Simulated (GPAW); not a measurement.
## Sb2Se3 quintuple layer monolayer in an electric field

Wanted: the out-of-plane polarisability of Sb2Se3 quintuple layer monolayer.

Main program and level: GPAW 26.7.0; GPAW, PAW setups; layer in a repeated cell with vacuum, relaxation of atoms and in-plane cell, in the first sound run; inputs show where later runs differ.

### 1. The structure

The cell holds 5 atoms: 3 Se and 2 Sb. Cell: a = 4.070 Å, b = 4.070 Å, c = 25.200 Å, α = 90.0°, β = 90.0°, γ = 120.0°. Vacuum lies along c.

### 2. Relaxing the atoms

The atoms are relaxed first, since the surface dipole, and with it the work function, follows the positions of the outer layers.

Input file run.py:

```python
import json
import numpy as np
from ase import Atoms
from ase.filters import FrechetCellFilter
from ase.optimize import BFGS
from gpaw import GPAW, PW

slab = Atoms(
    ['Se', 'Sb', 'Se', 'Sb', 'Se'],
    positions=[
        [-0.00000, 2.34982, 9.00000],
        [2.03500, 1.17491, 10.65000],
        [0.00000, 0.00000, 12.60000],
        [-0.00000, 2.34982, 14.55000],
        [2.03500, 1.17491, 16.20000]],
    cell=[[4.07, 0.0, 0.0], [-2.035, 3.52472, 0.0], [0.0, 0.0, 25.2]],
    pbc=[True, True, True])

slab.calc = GPAW(mode=PW(600), xc='PBE', kpts={'size': (9, 9, 1), 'gamma': True},
                 occupations={'name': 'fermi-dirac', 'width': 0.05}, nbands='160%',
                 convergence={'density': 1e-05}, maxiter=200,
                 symmetry={'tolerance': 1e-3}, txt='slab.txt')
result = {}
# The in-plane cell is free; stress needs a cell that repeats along all three vectors
path = []
opt = BFGS(FrechetCellFilter(slab, mask=[1, 1, 0, 0, 0, 1]), maxstep=0.2)
opt.attach(lambda: path.append((slab.get_potential_energy(), slab.positions.tolist(), slab.get_forces().tolist())))
result['relaxed'] = bool(opt.run(fmax=0.02, steps=45))
result['path'] = path
result['cell'] = slab.cell.tolist()
print('in-plane lattice', slab.cell.cellpar().round(4)[[0, 1, 5]])
energy = slab.get_potential_energy()
fermi = slab.calc.get_fermi_level()
v = slab.calc.get_electrostatic_potential().mean((0, 1)) - fermi
n = slab.calc.get_pseudo_density().mean((0, 1))
L = slab.cell[2, 2]
z = np.arange(len(v)) * L / len(v)
low, high = slab.positions[:, 2].min(), slab.positions[:, 2].max()
below, above = np.interp([low - 6.8, high + 6.8], z, v)
slopes = [np.interp(x, z, np.gradient(v, z)) for x in (low - 6.8, high + 6.8)]
eps = np.array([[slab.calc.get_eigenvalues(k, s) for k in range(len(slab.calc.get_ibz_k_points()))]
                for s in range(slab.calc.get_number_of_spins())]) - fermi
top, bottom = eps[eps < 0].max(), eps[eps > 0].min()
dipole = slab.get_dipole_moment()[2]
print(f'energy {energy:.4f} eV, Fermi level {fermi:.4f} eV, dipole {dipole:.5f} e A')
print(f'potential 6.8 A off the faces, from the Fermi level: lower {below:.4f} eV, upper {above:.4f} eV')
print(f'slope of the potential there: lower {slopes[0]:.5f}, upper {slopes[1]:.5f} eV/A')
print(f'nearest levels on the mesh: {top:.4f} and {bottom:.4f} eV')
print('magnetic moment', round(slab.get_magnetic_moment(), 3))
result.update(energy=energy, fermi=fermi, dipole=dipole, below=below, above=above, slopes=slopes, edges=[top, bottom],
              z=z.tolist(), v=v.tolist(), n=n.tolist(), positions=slab.positions.tolist(),
              forces=slab.get_forces(apply_constraint=False).tolist(), moments=slab.get_magnetic_moments().tolist())
json.dump(result, open('result.json', 'w'))
```

The run is started by

```
OMP_NUM_THREADS=1 OPENBLAS_NUM_THREADS=1 python run.py
```

Output:

```text
Step          Energy          fmax
BFGS:    0      -20.486187        0.699757
BFGS:    1      -20.506356        0.589771
BFGS:    2      -20.547175        0.266797
BFGS:    3      -20.549241        0.236643
BFGS:    4      -20.565952        0.134890
BFGS:    5      -20.567304        0.091775
BFGS:    6      -20.568107        0.114028
BFGS:    7      -20.569134        0.123548
BFGS:    8      -20.571596        0.117282
BFGS:    9      -20.574065        0.075639
BFGS:   10      -20.575367        0.037485
BFGS:   11      -20.575596        0.008323
in-plane lattice [  4.0636   4.0636 120.    ]
energy -20.5754 eV, Fermi level -0.9907 eV, dipole 0.00036 e A
potential 6.8 A off the faces, from the Fermi level: lower 5.1759 eV, upper 5.1759 eV
slope of the potential there: lower -0.00002, upper 0.00002 eV/A
nearest levels on the mesh: -0.3243 and 0.2001 eV
magnetic moment 0.0
```

The job ended after 9.9 min (1 thread of INTEL XEON PLATINUM 8581C at 2.30GHz (Emerald Rapids), shared host; peak memory 0.6 GiB).

This step gave:

```yaml
dipole_along_the_normal: 3.56e-4 e·Å
levels_nearest_the_fermi_level_on_the_mesh: -0.3243, 0.2001 eV from the Fermi level
```

The electrostatic potential energy of an electron (without an applied field's), less the Fermi level, planar mean oscillates, so the rows of the table below give means over windows of 1.84 Å about each position, cut where the curve ends. Its maxima inside the range that stand out by 2 % of the span (Å: eV): 9.9: -4.33, 11.7: -0.896, 13.5: -0.896, 15.3: -4.33. Its minima: 9.2: -12.6, 10.7: -14.4, 12.6: -12.2, 14.5: -14.4, 16.0: -12.6.

The electrostatic potential energy of an electron (without an applied field's), less the Fermi level, planar mean by z; means over each step:

```csv
z (Å),"electrostatic potential energy of an electron (without an applied field's), less the Fermi level, planar mean (eV)"
0.92,5.18
2.76,5.18
4.60,5.18
6.44,5.14
8.28,-0.356
10.12,-9.31
11.96,-5.83
13.80,-6.60
15.64,-7.86
17.48,3.74
19.32,5.17
21.16,5.18
23.00,5.18
24.84,5.18
```

The pseudo valence density, planar mean oscillates, so the rows of the table below give means over windows of 1.93 Å about each position, cut where the curve ends. Its maxima inside the range that stand out by 2 % of the span (Å: e/Å³): 8.8: 0.262, 10.7: 1.11, 12.2: 0.287, 12.9: 0.287, 14.5: 1.11, 16.4: 0.262. Its minima: 9.1: 0.157, 11.7: 0.221, 12.6: 0.154, 13.5: 0.221, 16.1: 0.157.

Table of pseudo valence density, planar mean by z; means over each step:

```csv
z (Å),"pseudo valence density, planar mean (e/Å³)"
4.83,1.6e-5
6.76,0.00460
8.69,0.177
10.62,0.561
12.55,0.242
14.48,0.555
16.41,0.194
18.34,0.00643
20.27,2.3e-5
```

The relaxation lowered the energy of the cell by 0.0893 eV (energies extrapolated to zero smearing; the optimiser's log prints free energies). The largest force left on a free atom is 0.0083 eV/Å.

### 3. The slab's potential

With the geometry fixed, the planar mean of the potential gives the vacuum level on each side.

This step: GPAW, PAW setups; slab in vacuum (GPAW 26.7.0).

The cell differs from the one that the last finished run ended in (c 25.200 → 24.889 Å).

run.py: that of step 2 with these lines changed.

```diff
@@ -3,4 +3,2 @@
 from ase import Atoms
-from ase.filters import FrechetCellFilter
-from ase.optimize import BFGS
 from gpaw import GPAW, PW
@@ -10,23 +8,16 @@
     positions=[
-        [-0.00000, 2.34982, 9.00000],
-        [2.03500, 1.17491, 10.65000],
-        [0.00000, 0.00000, 12.60000],
-        [-0.00000, 2.34982, 14.55000],
-        [2.03500, 1.17491, 16.20000]],
-    cell=[[4.07, 0.0, 0.0], [-2.035, 3.52472, 0.0], [0.0, 0.0, 25.2]],
-    pbc=[True, True, True])
+        [-0.00000, 2.34615, 9.00000],
+        [2.03182, 1.17307, 10.54935],
+        [-0.00000, -0.00000, 12.44439],
+        [-0.00000, 2.34615, 14.33943],
+        [2.03182, 1.17307, 15.88878]],
+    cell=[[4.06364, 0.0, 0.0], [-2.03182, 3.51921, 0.0], [0.0, 0.0, 24.8888]],
+    pbc=[True, True, False])
 
-slab.calc = GPAW(mode=PW(600), xc='PBE', kpts={'size': (9, 9, 1), 'gamma': True},
+slab.calc = GPAW(mode=PW(400), xc='PBE', kpts={'size': (9, 9, 1), 'gamma': True},
                  occupations={'name': 'fermi-dirac', 'width': 0.05}, nbands='160%',
                  convergence={'density': 1e-05}, maxiter=200,
+                 poissonsolver={'dipolelayer': 'xy'},
                  symmetry={'tolerance': 1e-3}, txt='slab.txt')
 result = {}
-# The in-plane cell is free; stress needs a cell that repeats along all three vectors
-path = []
-opt = BFGS(FrechetCellFilter(slab, mask=[1, 1, 0, 0, 0, 1]), maxstep=0.2)
-opt.attach(lambda: path.append((slab.get_potential_energy(), slab.positions.tolist(), slab.get_forces().tolist())))
-result['relaxed'] = bool(opt.run(fmax=0.02, steps=45))
-result['path'] = path
-result['cell'] = slab.cell.tolist()
-print('in-plane lattice', slab.cell.cellpar().round(4)[[0, 1, 5]])
 energy = slab.get_potential_energy()
```

Output:

```text
energy -20.2933 eV, Fermi level -0.9384 eV, dipole 0.00004 e A
potential 6.8 A off the faces, from the Fermi level: lower 5.1750 eV, upper 5.1796 eV
slope of the potential there: lower -0.00005, upper 0.00005 eV/A
nearest levels on the mesh: -0.3255 and 0.2013 eV
magnetic moment 0.0
```

Elapsed: 25 s, on 1 thread; peak memory 0.27 GiB.

Numbers from this step:

- dipole along the normal: 3.52e-5 e·Å
- levels nearest the Fermi level on the mesh: -0.3255, 0.2013 eV from the Fermi level
- upper work function: 5.180 eV
- lower work function: 5.175 eV
- upper ionisation energy: 5.505 eV

The electrostatic potential energy of an electron (without an applied field's), less the Fermi level, planar mean oscillates, so the rows of the table below give means over windows of 1.87 Å about each position, cut where the curve ends. Its maxima inside the range that stand out by 2 % of the span (Å: eV): 9.7: -4.36, 11.6: -0.909, 13.3: -0.908, 15.1: -4.36. Its minima: 9.0: -12.6, 10.6: -14.4, 12.4: -12.2, 14.3: -14.4, 15.9: -12.6.

Table of electrostatic potential energy of an electron (without an applied field's), less the Fermi level, planar mean by z; means over each step:

```csv
z (Å),"electrostatic potential energy of an electron (without an applied field's), less the Fermi level, planar mean (eV)"
0.94,5.18
2.81,5.17
4.68,5.17
6.54,5.10
8.42,-2.79
10.29,-8.62
12.16,-5.45
14.03,-7.48
15.90,-5.69
17.77,4.76
19.64,5.18
21.50,5.18
23.38,5.18
```

The pseudo valence density, planar mean oscillates, so the rows of the table below give means over windows of 0.5 Å about each position, cut where the curve ends. Its maxima inside the range that stand out by 2 % of the span (Å: e/Å³): 8.71: 0.249, 10.58: 1.11, 12.03: 0.293, 12.86: 0.293, 14.31: 1.11, 16.18: 0.249. Its minima: 8.92: 0.163, 11.41: 0.223, 12.44: 0.154, 13.48: 0.223, 15.97: 0.163.

Pseudo valence density, planar mean against z; means over each step:

z (Å), pseudo valence density, planar mean (e/Å³) and a bar:
```
      5.5       0.00 
      6.0       0.00 
      6.5       0.00 
      7.0       0.01 
      7.5       0.03 #
      8.0       0.10 ###
      8.5       0.22 #######
      9.0       0.21 #######
      9.5       0.31 ##########
     10.0       0.47 ###############
     10.5       0.94 ##############################
     11.0       0.50 ################
     11.5       0.24 ########
     12.0       0.26 ########
     12.5       0.21 #######
     13.0       0.26 ########
     13.5       0.25 ########
     14.0       0.65 #####################
     14.5       0.88 ############################
     15.0       0.38 ############
     15.5       0.30 #########
     16.0       0.20 ######
     16.5       0.20 ######
     17.0       0.07 ##
     17.5       0.02 #
     18.0       0.00 
     18.5       0.00 
     19.0       0.00 
     19.5       0.00
```

The layer is gapped, so the Fermi level lies somewhere inside the gap, set by smearing and numerics, and these work functions are no property of the material; the band edges below the vacuum level are. The potential is flat to 5.2e-5 eV/Å where it is read, so the vacuum is wide enough.

### 4. Field on

A uniform field along the normal polarises the slab; the atoms stay fixed, so this is the electronic response alone.

run.py: that of step 3 with these lines changed.

```diff
@@ -4,2 +4,3 @@
 from gpaw import GPAW, PW
+from gpaw.external import ConstantElectricField
 
@@ -20,2 +21,3 @@
                  poissonsolver={'dipolelayer': 'xy'},
+                 external=ConstantElectricField(-0.2, [0, 0, 1]),
                  symmetry={'tolerance': 1e-3}, txt='slab.txt')
```

Output:

```text
energy -20.3074 eV, Fermi level -0.9399 eV, dipole -0.14066 e A
potential 6.8 A off the faces, from the Fermi level: lower 4.2896 eV, upper 6.0702 eV
slope of the potential there: lower -0.00032, upper -0.00024 eV/A
nearest levels on the mesh: -0.3256 and 0.2012 eV
magnetic moment 0.0
```

Run time: 75 s. Hardware: 1 thread; peak memory 0.46 GiB.

This step gave:

```
dipole along the normal                                         : -0.1407 e·Å
levels nearest the Fermi level on the mesh                      : -0.3256, 0.2012 eV from the Fermi level
potential below the slab, the applied field's own ramp left out : 4.290 eV from the Fermi level
potential above the slab, the applied field's own ramp left out : 6.070 eV from the Fermi level
```

The electrostatic potential energy of an electron (without an applied field's), less the Fermi level, planar mean oscillates, so the rows of the table below give means over windows of 1.87 Å about each position, cut where the curve ends. Its maxima inside the range that stand out by 2 % of the span (Å: eV): 9.7: -4.89, 11.6: -1.07, 13.3: -0.747, 15.1: -3.83, 23.3: 6.07. Its minima: 9.0: -13.2, 10.6: -14.7, 12.4: -12.2, 14.3: -14.0, 15.9: -11.9.

Electrostatic potential energy of an electron (without an applied field's), less the Fermi level, planar mean against z; means over each step:

```csv
z (Å),"electrostatic potential energy of an electron (without an applied field's), less the Fermi level, planar mean (eV)"
0.94,4.38
2.81,4.29
4.68,4.29
6.54,4.22
8.42,-3.55
10.29,-9.04
12.16,-5.51
14.03,-7.18
15.90,-5.02
17.77,5.63
19.64,6.07
21.50,6.07
23.38,6.07
```

The dipole is now -0.141 e Å, against 3.5e-5 in the run without a field.

### 5. In a field

run.py: that of step 4 with these lines changed.

```diff
@@ -21,3 +21,3 @@
                  poissonsolver={'dipolelayer': 'xy'},
-                 external=ConstantElectricField(-0.2, [0, 0, 1]),
+                 external=ConstantElectricField(-0.1, [0, 0, 1]),
                  symmetry={'tolerance': 1e-3}, txt='slab.txt')
```

Output:

```text
energy -20.2968 eV, Fermi level -0.9387 eV, dipole -0.07032 e A
potential 6.8 A off the faces, from the Fermi level: lower 4.7327 eV, upper 5.6229 eV
slope of the potential there: lower -0.00018, upper -0.00010 eV/A
nearest levels on the mesh: -0.3255 and 0.2013 eV
magnetic moment 0.0
```

The job ended after 75 s (1 thread; peak memory 0.46 GiB).

Numbers from this step:

* dipole along the normal: -0.07032 e·Å
* levels nearest the Fermi level on the mesh: -0.3255, 0.2013 eV from the Fermi level
* potential below the slab, the applied field's own ramp left out: 4.733 eV from the Fermi level
* potential above the slab, the applied field's own ramp left out: 5.623 eV from the Fermi level

The electrostatic potential energy of an electron (without an applied field's), less the Fermi level, planar mean oscillates, so the rows of the table below give means over windows of 1.87 Å about each position, cut where the curve ends. Its maxima inside the range that stand out by 2 % of the span (Å: eV): 9.7: -4.63, 11.6: -0.990, 13.3: -0.828, 15.1: -4.10. Its minima: 9.0: -12.9, 10.6: -14.5, 12.4: -12.2, 14.3: -14.2, 15.9: -12.2.

The electrostatic potential energy of an electron (without an applied field's), less the Fermi level, planar mean by z; means over each step:

```csv
z (Å),"electrostatic potential energy of an electron (without an applied field's), less the Fermi level, planar mean (eV)"
0.94,4.78
2.81,4.73
4.68,4.73
6.54,4.66
8.42,-3.17
10.29,-8.83
12.16,-5.48
14.03,-7.33
15.90,-5.36
17.77,5.20
19.64,5.62
21.50,5.62
23.38,5.62
```

The dipole is now -0.0703 e Å, against 3.5e-5 in the run without a field.

### 6. Field on

run.py: that of step 5 with these lines changed.

```diff
@@ -21,3 +21,3 @@
                  poissonsolver={'dipolelayer': 'xy'},
-                 external=ConstantElectricField(-0.1, [0, 0, 1]),
+                 external=ConstantElectricField(-0.05, [0, 0, 1]),
                  symmetry={'tolerance': 1e-3}, txt='slab.txt')
```

Output:

```text
energy -20.2942 eV, Fermi level -0.9384 eV, dipole -0.03516 e A
potential 6.8 A off the faces, from the Fermi level: lower 4.9547 eV, upper 5.3998 eV
slope of the potential there: lower -0.00011, upper -0.00003 eV/A
nearest levels on the mesh: -0.3255 and 0.2013 eV
magnetic moment 0.0
```

Wall time 80 s (1 thread); peak memory 0.46 GiB.

The electrostatic potential energy of an electron (without an applied field's), less the Fermi level, planar mean oscillates, so the rows of the table below give means over windows of 1.87 Å about each position, cut where the curve ends. Its maxima inside the range that stand out by 2 % of the span (Å: eV): 9.7: -4.49, 11.6: -0.949, 13.3: -0.868, 15.1: -4.23. Its minima: 9.0: -12.7, 10.6: -14.5, 12.4: -12.2, 14.3: -14.3, 15.9: -12.4.

Table of electrostatic potential energy of an electron (without an applied field's), less the Fermi level, planar mean by z; means over each step:

z (Å), electrostatic potential energy of an electron (without an applied field's), less the Fermi level, planar mean (eV) and a bar from the least value:
```
     0.94        5.0 #############################
     2.81        5.0 #############################
     4.68        5.0 #############################
     6.54        4.9 #############################
     8.42       -3.0 ############
    10.29       -8.7 
    12.16       -5.5 #######
    14.03       -7.4 ###
    15.90       -5.5 #######
    17.77        5.0 #############################
    19.64        5.4 ##############################
    21.50        5.4 ##############################
    23.38        5.4 ##############################
```

### 7. In a field

run.py: that of step 6 with these lines changed.

```diff
@@ -21,3 +21,3 @@
                  poissonsolver={'dipolelayer': 'xy'},
-                 external=ConstantElectricField(-0.05, [0, 0, 1]),
+                 external=ConstantElectricField(0.05, [0, 0, 1]),
                  symmetry={'tolerance': 1e-3}, txt='slab.txt')
```

Output:

```text
energy -20.2942 eV, Fermi level -0.9384 eV, dipole 0.03516 e A
potential 6.8 A off the faces, from the Fermi level: lower 5.3998 eV, upper 4.9547 eV
slope of the potential there: lower 0.00003, upper 0.00011 eV/A
nearest levels on the mesh: -0.3255 and 0.2013 eV
magnetic moment 0.0
```

It took 82 s on 1 thread; peak memory 0.46 GiB.

(Part 1 of 2 ends here.)

[Logs are printed without paths, hosts, clocks, repeated set-up lines and the standing remarks that a program may print on its own settings, such as how far it seeks lower states.]

[Hosts, paths, dates, database ids (printed as entryN), source tags and the programs' standing remarks are cut or masked in the printed files.]
